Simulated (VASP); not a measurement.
## KBr under changes of volume

One of the cells (36.656 Å³/atom); the others are scaled copies at fixed shape and fractional positions:

```
Br K
1.0
     0.00000    3.32185    3.32185
     3.32185    0.00000    3.32185
     3.32185    3.32185    0.00000
Br K
1 1
Cartesian
  3.3219 3.3219 3.3219
  0.0000 0.0000 0.0000
```

* Program: VASP 6.6.1
* Functional: PBEsol
* Potentials or basis: VASP PAW PBE potentials, release 64 (Br, K_sv)
* Cutoff: 520 eV
* k mesh: 7 × 7 × 7
* Occupations: fermi-dirac, width 0.05 eV
* Spin: no spin polarisation

| volume (Å³/atom) | energy over the lowest point (meV/atom) | pressure (GPa) | gap on the mesh (eV) |
| --- | --- | --- | --- |
| 33.781 | 3.33 | 0.7 | 4.44 |
| 34.500 | 0.86 | 0.4 | 4.38 |
| 35.218 | 0.00 | 0.0 | 4.33 |
| 36.656 | 2.37 | -0.5 | 4.23 |
| 37.374 | ? | ? | ? |
| 38.093 | 9.21 | -1.0 | 4.14 |

Problem. What does the run at 37.374 Å³/atom give?

Solution. Energy over the lowest point 5.30 meV/atom; pressure -0.8 GPa; gap on the mesh 4.19 eV.

Worked out: A Birch-Murnaghan fit of order 3 (a polynomial in V^(-2/3)) to the other rows has its minimum at 35.28 Å³/atom with B0 = V·E''(V) = 15.4 GPa and B' = 5.0. It gives 5.30 meV/atom at 37.374 Å³/atom, against the run's 5.30, and -dE/dV = -0.8 GPa, against -0.8. A straight line through the other rows of the gap, of slope -2.48 eV per unit of ln V (its deformation potential), gives 4.18 eV, against the run's 4.19.

Energies are extrapolated to zero smearing.

Caveats: the PAW data sets were made with another functional, which shifts forces and pressure a little; an odd mesh through Γ misses points on the zone boundary, where band edges often lie (some runs). Spin-orbit coupling on Br is left out.
